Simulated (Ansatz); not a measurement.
## Convergence of Li

```xyz
1
Lattice="0.0000 2.2020 2.2020 2.2020 0.0000 2.2020 2.2020 2.2020 0.0000" Properties=species:S:1:pos:R:3 pbc="T T T"
Li    0.0000    0.0000    0.0000
```

The cell is COD entry 9008473, as deposited and not checked against the literature; nothing was relaxed.

Level of theory: DFT, PBE, PAW with Ansatz's default frozen-core files, scalar-relativistic in Ansatz 0.2.0.

Sampling and basis: a Γ-centred 16×16×16 k mesh, Fermi–Dirac smearing of 0.05 eV, cutoff 420 eV, no spin polarisation. One setting is then changed at a time.

```tsv
k mesh	free energy less the base's (meV/atom)	P (GPa)
16×16×16 (base)	0.0	-0.70
5×5×5	-46.0	-0.79
8×8×8	5.8	?
12×12×12	?	-0.69
22×22×22	1.5	-0.70
```

Question: Give the missing entry: row "8×8×8", column "P (GPa)".

Answer: -0.65.

Question: Give the missing entry: row "12×12×12", column "free energy less the base's (meV/atom)".

Answer: 0.4.
